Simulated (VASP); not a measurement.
# BaZrO3: lattice, stiffness and zone-centre modes, part 2 of 2

What lattice, stiffness and vibrations does BaZrO3 have at one level of theory? The starting structure is a measured crystal structure from the Crystallography Open Database. All runs use LDA.

VASP 6.6.1.

So far. Step 3 (Elastic constants): The elastic tensor has C11 = 350.7, C12 = 88.4, C44 = 90.3 GPa; its Hill averages are a bulk modulus of 175.8 and a shear modulus of 104.9 GPa. Step 4 (Modes of the relaxed cell): The zone-centre modes at 14.385 Å³ an atom are T1u (3) 523.1, T1u (2) 196.8, T2u 178.6, T1u (1) 105.7 cm⁻¹.

**5. Modes at 0.97 of that volume**

Level of this step: LDA; plane waves and PAW (Ba_sv, Zr_sv, O) (VASP).

Shape and positions were first relaxed at this volume, in a run that isn't shown.

The input, INCAR:

```
SYSTEM = BaZrO3
PREC = Accurate
ENCUT = 560
EDIFF = 1E-08
NELM = 100
ISMEAR = 0
SIGMA = 0.03
LREAL = .FALSE.
ALGO = Normal
GGA = CA
NBANDS = 26
LASPH = .TRUE.
LORBIT = 11
LWAVE = .FALSE.
LCHARG = .FALSE.
KPAR = 8
IBRION = 8
LEPSILON = .TRUE.
LPEAD = .TRUE.
ISIF = 2
```

The input, POSCAR:

```
BaZrO3
1.0
    4.1166843918      0.0000000000      0.0000000000
    0.0000000000      4.1166843918      0.0000000000
    0.0000000000      0.0000000000      4.1166843918
Ba Zr O
1 1 3
Direct
    0.0000000000      0.0000000000      0.0000000000
    0.5000000000      0.5000000000      0.5000000000
    0.5000000000      0.5000000000      0.0000000000
    0.5000000000      0.0000000000      0.5000000000
    0.0000000000      0.5000000000      0.5000000000
```

The input, KPOINTS:

```
Automatic mesh
0
Gamma
8 8 8
0 0 0
```

PAW data sets: Ba_sv, Zr_sv and O (LDA family, release 64).

The run is started by

```
$ mpirun -np 8 vasp_std
```

Log:

```text
[... set-up lines as in an earlier step ...]
 entering main loop
       N       E                     dE             d eps       ncg     rms          rms(c)
DAV:   1     0.325023674937E+03    0.32502E+03   -0.23357E+04  1820   0.161E+03
DAV:   2    -0.311147398494E+02   -0.35614E+03   -0.34631E+03  2250   0.381E+02
DAV:   3    -0.523252136255E+02   -0.21210E+02   -0.21150E+02  2856   0.898E+01
DAV:   4    -0.529640592257E+02   -0.63885E+00   -0.63818E+00  2558   0.124E+01
[...]
DAV:  14    -0.457036796011E+02    0.14857E-07   -0.76449E-07  2494   0.719E-03    0.276E-03
DAV:  15    -0.457036795874E+02    0.13715E-07   -0.62977E-08  2312   0.230E-03    0.549E-04
DAV:  16    -0.457036795863E+02    0.10559E-08   -0.12218E-08  1720   0.821E-04
   1 F= -.45703680E+02 E0= -.45703680E+02  d E =-.627226E-33
 Linear response reoptimize wavefunctions to high precision
DAV:   1    -0.457036795866E+02   -0.21510E-09   -0.32367E-09  1396   0.359E-04
DAV:   2    -0.457036795867E+02   -0.12551E-09   -0.35565E-10  1092   0.104E-04
[...]
RMM:  23    -0.363169927708E+00    0.11664E-09   -0.12762E-07 12635   0.202E-04    0.701E-06
 first order change of Fermi-energy   0.45493E-03
 force on displaced ion       3 direction 1 :  -2.290   0.000   0.000
 Born effective charge ion    3 direction 1 :  -2.038   0.000   0.000
 Linear response progress:
  Degree of freedom:   4/  4
       N       E                     dE             d eps       ncg     rms          rms(c)
RMM:   1    -0.381857500362E+00   -0.38186E+00    0.18358E-01  7693   0.277E+00
RMM:   2    -0.368122393869E+00    0.13735E-01   -0.41689E-02  7101   0.592E-01    0.169E-01
RMM:   3    -0.369643716343E+00   -0.15213E-02   -0.48964E-03  6879   0.258E-01    0.945E-02
RMM:   4    -0.371489212167E+00   -0.18455E-02   -0.17150E-03  7309   0.157E-01    0.301E-02
[...]
RMM:  24    -0.371846022870E+00   -0.12309E-07   -0.50776E-08  8416   0.190E-04    0.724E-06
RMM:  25    -0.371846025395E+00   -0.25256E-08   -0.29098E-07  8070   0.187E-04    0.706E-06
RMM:  26    -0.371846027313E+00   -0.19181E-08    0.11347E-08  7651   0.185E-04    0.472E-06
 first order change of Fermi-energy  -0.12980E-02
 force on displaced ion       3 direction 3 :   0.000  -0.000 -16.584
 Born effective charge ion    3 direction 3 :   0.000   0.000  -4.787
 Born effective charges drift removed
 Linear response finished
```

Wall time 7.7 min (8 MPI ranks of AMD EPYC 7R43, shared host); peak memory 5.8 GiB; 49 min of CPU time.

From OUTCAR (step 5):

```text
  Total        2.4782772      2.4782772      2.4782772      0.0000000     -0.0000000      0.0000000
  in kB       56.9138222     56.9138222     56.9138222      0.0000000     -0.0000000      0.0000000
  external PRESSURE =      56.9138222 kB  Pullay stress =       0.0000000 kB

 POSITION                                       TOTAL-FORCE (eV/Angst)
 -----------------------------------------------------------------------------------
      0.00000      0.00000      0.00000         0.000000      0.000000      0.000000
      2.05834      2.05834      2.05834         0.000000      0.000000      0.000000
      2.05834      2.05834      0.00000         0.000000      0.000000      0.000000
      2.05834      0.00000      2.05834         0.000000      0.000000      0.000000
      0.00000      2.05834      2.05834         0.000000      0.000000      0.000000
 -----------------------------------------------------------------------------------
    total drift:                                0.000000     -0.000000     -0.000000

 MACROSCOPIC STATIC DIELECTRIC TENSOR (including local field effects in DFT)
 ------------------------------------------------------
           4.930516     0.000000    -0.000000
           0.000000     4.930516     0.000000
          -0.000000     0.000000     4.930516
 ------------------------------------------------------

 MACROSCOPIC STATIC DIELECTRIC TENSOR IONIC CONTRIBUTION
 ------------------------------------------------------
          42.720259    -0.000000    -0.000000
          -0.000000    42.720259    -0.000000
          -0.000000    -0.000000    42.720259
 ------------------------------------------------------

[... 1 part as in an earlier step ...]

[... 1 further part left out ...]
```

The zone-centre modes at 13.953 Å³ an atom are T1u (3) 566.4, T1u (2) 195.6, T2u 172.6, T1u (1) 119.2 cm⁻¹.

**6. Modes at 1.03 of that volume**

Shape and positions were first relaxed at this volume, in a run that isn't shown.

INCAR is that of step 5.

Changes to POSCAR since step 5:

```diff
@@ -2,5 +2,5 @@
 1.0
-    4.1166843918      0.0000000000      0.0000000000
-    0.0000000000      4.1166843918      0.0000000000
-    0.0000000000      0.0000000000      4.1166843918
+    4.1998721458      0.0000000000      0.0000000000
+    0.0000000000      4.1998721458      0.0000000000
+    0.0000000000      0.0000000000      4.1998721458
 Ba Zr O
```

KPOINTS is that of step 5.

The run is started by

```
$ mpirun -np 8 vasp_std
```

Log:

```text
[... set-up lines as in an earlier step ...]
 entering main loop
       N       E                     dE             d eps       ncg     rms          rms(c)
DAV:   1     0.317296056183E+03    0.31730E+03   -0.23075E+04  1820   0.160E+03
DAV:   2    -0.321233033768E+02   -0.34942E+03   -0.33921E+03  2296   0.376E+02
DAV:   3    -0.525538918987E+02   -0.20431E+02   -0.20381E+02  2932   0.874E+01
DAV:   4    -0.530997480071E+02   -0.54586E+00   -0.54530E+00  2496   0.115E+01
[...]
DAV:  14    -0.457134174575E+02   -0.49090E-07   -0.96586E-07  2594   0.749E-03    0.431E-03
DAV:  15    -0.457134174224E+02    0.35141E-07   -0.13553E-07  2470   0.311E-03    0.736E-04
DAV:  16    -0.457134174217E+02    0.67394E-09   -0.16456E-08  1836   0.878E-04
   1 F= -.45713417E+02 E0= -.45713417E+02  d E =-.293533E-24
 Linear response reoptimize wavefunctions to high precision
DAV:   1    -0.457134174218E+02   -0.85493E-10   -0.24914E-09  1388   0.333E-04
DAV:   2    -0.457134174218E+02   -0.51386E-10   -0.40061E-10  1104   0.114E-04
 Linear response to external field (no local field effect), progress :
[...]
RMM:  21    -0.362719691032E+00   -0.24990E-08    0.81849E-08 13816   0.186E-04    0.427E-06
 first order change of Fermi-energy   0.63983E-03
 force on displaced ion       3 direction 1 :  -2.547   0.000   0.000
 Born effective charge ion    3 direction 1 :  -2.007   0.000   0.000
 Linear response progress:
  Degree of freedom:   4/  4
       N       E                     dE             d eps       ncg     rms          rms(c)
RMM:   1    -0.380534972606E+00   -0.38053E+00    0.18279E-01  7653   0.269E+00
RMM:   2    -0.366980891024E+00    0.13554E-01   -0.39071E-02  7065   0.564E-01    0.158E-01
RMM:   3    -0.368390455250E+00   -0.14096E-02   -0.45686E-03  6827   0.246E-01    0.895E-02
RMM:   4    -0.370104794581E+00   -0.17143E-02   -0.16277E-03  7259   0.152E-01    0.289E-02
[...]
RMM:  22    -0.370420225507E+00   -0.16262E-07   -0.44971E-08  8995   0.186E-04    0.796E-06
RMM:  23    -0.370420236864E+00   -0.11358E-07   -0.58220E-07  8860   0.179E-04    0.442E-06
RMM:  24    -0.370420227532E+00    0.93325E-08    0.67633E-08  8767   0.176E-04    0.145E-06
 first order change of Fermi-energy   0.83660E-02
 force on displaced ion       3 direction 3 :   0.000  -0.000 -11.548
 Born effective charge ion    3 direction 3 :   0.000   0.000  -4.814
 Born effective charges drift removed
 Linear response finished
```

It took 7.4 min on 8 MPI ranks; peak memory 6.2 GiB; 47 min of CPU time.

Parts of OUTCAR (step 6):

```text
  Total       -2.2379326     -2.2379326     -2.2379326     -0.0000000     -0.0000000      0.0000000
  in kB      -48.4004479    -48.4004479    -48.4004479     -0.0000000     -0.0000000      0.0000000
  external PRESSURE =     -48.4004479 kB  Pullay stress =       0.0000000 kB

 POSITION                                       TOTAL-FORCE (eV/Angst)
 -----------------------------------------------------------------------------------
      0.00000      0.00000      0.00000         0.000000      0.000000      0.000000
      2.09994      2.09994      2.09994         0.000000      0.000000      0.000000
      2.09994      2.09994      0.00000         0.000000      0.000000      0.000000
      2.09994      0.00000      2.09994         0.000000      0.000000      0.000000
      0.00000      2.09994      2.09994         0.000000      0.000000      0.000000
 -----------------------------------------------------------------------------------
    total drift:                                0.000000     -0.000000     -0.000000

 MACROSCOPIC STATIC DIELECTRIC TENSOR (including local field effects in DFT)
 ------------------------------------------------------
           4.927257    -0.000000    -0.000000
          -0.000000     4.927257    -0.000000
           0.000000     0.000000     4.927257
 ------------------------------------------------------

 MACROSCOPIC STATIC DIELECTRIC TENSOR IONIC CONTRIBUTION
 ------------------------------------------------------
          63.324743     0.000000     0.000000
           0.000000    63.324743    -0.000000
           0.000000    -0.000000    63.324743
 ------------------------------------------------------

[... 1 part as in an earlier step ...]

[... 1 further part left out ...]
```

The zone-centre modes at 14.816 Å³ an atom are T1u (3) 483.7, T1u (2) 192.3, T2u 184.6, T1u (1) 91.6 cm⁻¹.

**7. Comparison**

| run | volume (Å³/atom) | T1u (3) | T1u (2) | T2u | T1u (1) | core minutes |
| --- | --- | --- | --- | --- | --- | --- |
| relaxation | 14.385 | - | - | - | - | 1.01 |
| elastic constants | 14.385 | - | - | - | - | 57.7 |
| modes of the relaxed cell | 14.385 | 523.1 | 196.8 | 178.6 | 105.7 | 64.5 |
| modes at 0.97 of that volume | 13.953 | 566.4 | 195.6 | 172.6 | 119.2 | 61.3 |
| modes at 1.03 of that volume | 14.816 | 483.7 | 192.3 | 184.6 | 91.6 | 59.2 |

Modes are in cm⁻¹, degenerate ones as one, matched by symmetry and order. A number in brackets counts the listed modes of one symmetry from the lowest. The symmetry labels come from an automatic analysis and can be wrong where levels nearly coincide. Core minutes are wall time times ranks of the run shown, on a shared host.

**8. What came out**

```
relaxed volume                 : 14.38 Å³/atom
bulk modulus from two volumes  : 175 GPa
Hill shear modulus             : 105 GPa
mode T1u (3)                   : 523.1 cm⁻¹
mode T1u (2)                   : 196.8 cm⁻¹
mode T2u                       : 178.6 cm⁻¹
mode T1u (1)                   : 105.7 cm⁻¹
Grüneisen parameter of T1u (3) : 2.63
Grüneisen parameter of T2u     : -1.11
Grüneisen parameter of T1u (1) : 4.39
```

**Reading.** At the LDA level BaZrO3 relaxes to 14.38 Å³ an atom. The bulk modulus is 174.9 GPa from the pressures at two volumes and 175.8 GPa as the Hill average of the elastic tensor, so the two routes agree. The mode Grüneisen parameters, from the cells at 0.97 and 1.03 of the volume, run from -1.11 (T2u) to 4.39 (T1u (1)). Levels that come within 1 cm⁻¹ of another or under 2 cm⁻¹, or whose frequency doesn't run one way with the volume, are left out of this. The dielectric constants and Born charges in the logs aren't compared here; at a small gap they can be far off, and in a run without a gap they mean nothing. The frequencies are harmonic, and the splitting of polar modes by their long-range field is left out. All values are for a static lattice. Further runs on this material are not shown.

[Lines on the potential files, build, host, timing and source positions are cut from VASP's logs without a mark.]

[Logs are printed without paths, hosts, clocks, repeated set-up lines and the standing remarks that a program may print on its own settings, such as how far it seeks lower states.]

[Hosts, paths, dates, database ids (printed as entryN), source tags and the programs' standing remarks are cut or masked in the printed files.]
